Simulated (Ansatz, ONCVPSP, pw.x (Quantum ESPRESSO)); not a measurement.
From atom to crystal: ONCV potential for Ta (Z = 73)

* Element: Ta
* Generator: ONCVPSP 4.0.1.1 (patched build)
* Type: optimised norm-conserving Vanderbilt (ONCV)
* Functional: PBE
* Relativity: scalar-relativistic
* Frozen core: [Kr] 4d10 4f14
* Valence charge: 13
* Reference configuration: 5s2 5p6 5d3 6s2
* Partial waves: 5s+6s: rc 1.45 bohr, ncon 4, nbas 8, qcut 7.9 1/bohr, 2 projectors; 5p: rc 1.40 bohr, ncon 4, nbas 7, qcut 6.5 1/bohr, 2 projectors, debl 2.2 Ha; 5d: rc 2.05 bohr, ncon 4, nbas 7, qcut 5 1/bohr, 2 projectors, debl 3.3 Ha
* Local potential: polynomial inside 1.35 bohr (lpopt 4, dvloc0 4 Ha)
* Core correction: polynomial model core, fcfact 0.7

Atomic tests: cutoffs needed: 37 Ha and 72 Ha (the cutoffs (Ha) at which the residual kinetic energy of the hardest occupied pseudo-wave falls to 1 and 0.1 mHa per electron); ghost test: no bound ghost flagged; no localised positive-energy state flagged; largest excitation error: -313 meV (all-electron minus pseudo) for 5s1 5p6 5d3 6s2, out of 4 test configurations.

Crystal test: fcc Ta in pw.x 7.5, no spin, 13³ k-points, Fermi–Dirac smearing 0.01 Ry, cutoffs 170/680 Ry. The reference is all-electron LAPW (Ansatz 0.2.0) with the same functional, mesh and smearing; V0 and B0 come from Birch–Murnaghan fits to the pressures at five volumes. Errors are pseudo minus all-electron; Δ is the rms difference of the E(V) curves that follow from these fits, minima aligned, over ±6 % about the mean V0. Mesh and smearing are coarse, so the numbers serve the comparison and aren't converged zero-temperature values; the lattice is a test structure that the element need not adopt.

All-electron: a0 = 4.224 Å (V0 = 18.84 Å³/atom), B0 = 188.4 GPa.

Question: How far does the potential miss the all-electron equation of state?

Answer: mean pressure error (GPa): -1.83; a0 (Å): 4.210; a0 error (%): -0.33; B0 error (%): +0.3; Δ (meV/atom): 7.7.

```csv
V (Å³/atom),P all-electron (GPa),P pseudo (GPa)
17.984,9.60,7.44
18.458,4.06,2.10
18.931,-0.85,-2.67
19.404,-5.22,-6.89
19.878,-9.10,-10.63
```

Question: At the middle volume, how do free energy and pressure move when the wave cutoff is lowered (ecutrho kept at four times it)?

Answer:

```csv
cutoff (Ry),shift of F (meV/atom),shift of P (GPa)
76,+154.4,-2.14
102,+117.9,-0.42
136,+30.4,-1.75
```

The run at the middle volume (84 k-points, 7 iterations) took about 1.9 min on one core of a shared host (Neoverse-N1, 64 threads, 124 GiB, load 59).
